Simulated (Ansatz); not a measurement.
# FePt: the cost of one run

Method: DFT PBE, scalar-relativistic, plane waves, PAW, in Ansatz 0.2.0.

### 1 The starting structure

Symmetry: Amm2, No. 38, orthorhombic system. The conventional cell has a = 4.281 Å, b = 4.277 Å, c = 2.997 Å, α = 90.00°, β = 90.00°, γ = 90.00°. Around Fe (site symmetry mm2) lie 4 Pt at 2.60 to 2.62 Å and 4 Fe at 2.61 Å. Around Pt (site symmetry mm2) lie 4 Fe at 2.60 to 2.62 Å and 4 Pt at 2.61 Å.

As a file:

```cif
data_structure
_symmetry_space_group_name_H-M 'P 1'
_symmetry_Int_Tables_number 1
_cell_length_a 4.2806
_cell_length_b 2.6111
_cell_length_c 2.6111
_cell_angle_alpha 109.959
_cell_angle_beta 90.000
_cell_angle_gamma 90.000
_cell_volume 27.43
loop_
_atom_site_label
_atom_site_type_symbol
_atom_site_fract_x
_atom_site_fract_y
_atom_site_fract_z
_atom_site_occupancy
Fe1 Fe 0.50000 0.74677 0.74677 1
Pt1 Pt 0.00000 0.25323 0.25323 1
```

The start is an ordering of an alloy on its end members' structure types: elements ordered on the sites of the Ba type, Fe/Pt on Ba (Amm2, No. 38).

### 2 The guess as it stands, on a coarse mesh

input.yaml

```yaml
crystal:
  lattice:
    - [4.28057601, 0.0, 0.0]
    - [0.0, 2.13835376, 1.49843274]
    - [0.0, -2.13835376, 1.49843274]
  atoms:
    - { symbol: Fe, position: [0.5, 0.74677396, 0.74677396], spin: 4.0 }
    - { symbol: Pt, position: [0.0, 0.25322604, 0.25322604] }
basis:
  ecutwfc: 420
kpoints:
  mp_grid: { grid: [4, 8, 8] }
hamiltonian:
  xc: pbe
scf:
  occupations: { method: gaussian, width: 0.1 }
  lower_state_search: "off"
output:
  forces: true
  stress: true
  eigenvalues: true
  populations: true
magnetization:
  spin_polarized: true
```

Command:

```
ansatz run input.yaml --threads 4 --pin off --max-ram 8192MiB --backend cpu --events-out ev --progress --plain --runs-dir out
```

**Question.** How long does this run take on 4 threads of Intel Xeon at 2.50GHz (Skylake/Cascade Lake), shared host, and how much memory does it need?

About 6.8 s, with a peak of 0.41 GiB.
